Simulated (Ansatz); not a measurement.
## CsH: pressure against volume

CsH, Fm-3m, a = 6.376 Å. Ansatz: r2SCAN, PAW, 500 eV, Γ-centred 6×6×6 mesh on 2 atoms, Gaussian smearing 0.02 eV; no spin polarisation. Symmetry fixes shape and atoms, so the cell is only scaled; pressure is positive in compression.

```
V (Å³/atom) P (GPa)
     30.457     0.69
     31.429     0.33
     32.401     0.01
     33.373    -0.26
     34.345        ?
```

**Question.** Take V0 = 32.401 Å³/atom, count pressures from its P0 = 0.01 GPa, fit the third-order Birch–Murnaghan form to the other rows, and predict the missing pressure.

**Answer.** With the Eulerian strain f = ½[(V0/V)^(2/3) − 1] and y = (P − P0)/[3f(1 + 2f)^(5/2)], the form is the line y = B0 + 1.5 B0 (B0′ − 4) f. Rows (f, y): 0.02106, 9.71; 0.01026, 9.88; -0.00976, 9.69. Means f = 0.007187, y = 9.7600; Σ(Δf)² = 0.0004891, ΣΔfΔy = 0.0008614; the slope is their ratio. y = 9.747 + 1.761 f GPa, so B0 = 9.7 GPa and B0′ = 4 + 2 × (1.761)/(3 × 9.747) = 4.12. At V = 34.345, f = -0.01905, y = 9.713 and P = -0.49 GPa. The run gave -0.49 GPa, the same to the digits shown. The form still works here, 33 % of the fitted range beyond its end.